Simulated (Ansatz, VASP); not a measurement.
# SrO in VASP and in Ansatz

INCAR

```
SYSTEM = SrO
  PREC = Accurate
  ENCUT = 520
  EDIFF = 1E-6
  ISMEAR = 0
  SIGMA = 0.05
  LREAL = .FALSE.
  LASPH = .TRUE.
  NELM = 100
  ALGO = Normal
  ISIF = 2
  LWAVE = .FALSE.
  LCHARG = .TRUE.
  GGA = CA
  LELF = .TRUE.
  LVHAR = .TRUE.
  NBANDS = 15
```

KPOINTS

```
regular mesh
0
G
  8 8 8
  0 0 0
```

POSCAR

```
SrO
1.0
    0.0000000000      2.5698000000      2.5698000000
    2.5698000000      0.0000000000      2.5698000000
    2.5698000000      2.5698000000      0.0000000000
Sr O
1 1
Direct
    0.0097283835      0.0097283835     -0.0097283835
    0.5000000000      0.5000000000      0.5000000000
```

Input for Ansatz:

```yaml
crystal:
  lattice:
    - [0.0, 2.5698, 2.5698]
    - [2.5698, 0.0, 2.5698]
    - [2.5698, 2.5698, 0.0]
  atoms:
    - { symbol: Sr, position: [0.0097283835, 0.0097283835, -0.0097283835] }
    - { symbol: O, position: [0.5, 0.5, 0.5] }
basis:
  ecutwfc: 420
kpoints:
  mp_grid: { grid: [8, 8, 8] }
hamiltonian:
  xc: lda
scf:
  occupations: { method: gaussian, width: 0.05 }
output:
  forces: true
  stress: true
  eigenvalues: true
```

Change from the starting cell: all Sr atoms moved -0.050 Å, as atom 1 towards its neighbour atom 2 (O) at 2.570 Å.

Alike in both runs: task single point; functional LDA; k mesh 8 × 8 × 8; occupations gaussian, width 0.05 eV; no spin polarisation.

```csv
,VASP,Ansatz
version,VASP 6.6.1,Ansatz 0.2.0
potentials or method,"VASP PAW LDA potentials, release 64 (Sr_sv, O)","scalar-relativistic, plane waves, PAW"
plane-wave cutoff (eV),520,420
valence electrons in the cell,16,16
```

Ansatz gave:

```
gap on the k mesh at the Fermi level (eV)       : 3.16
least direct gap on the mesh (eV)               : 3.23
pressure (GPa)                                  : -4.1
largest component of the traceless stress (GPa) : 0.18
rms of the force components (eV/Å)              : 0.052
```

**Question.** Estimate VASP's values.

**Answer.** gap on the k mesh at the Fermi level (eV): 3.10; least direct gap on the mesh (eV): 3.18; pressure (GPa): -3.4; largest component of the traceless stress (GPa): 0.19; rms of the force components (eV/Å): 0.057.

Atom by atom the forces differ by 0.005 eV/Å (rms over components).

A k mesh can miss the band edges.
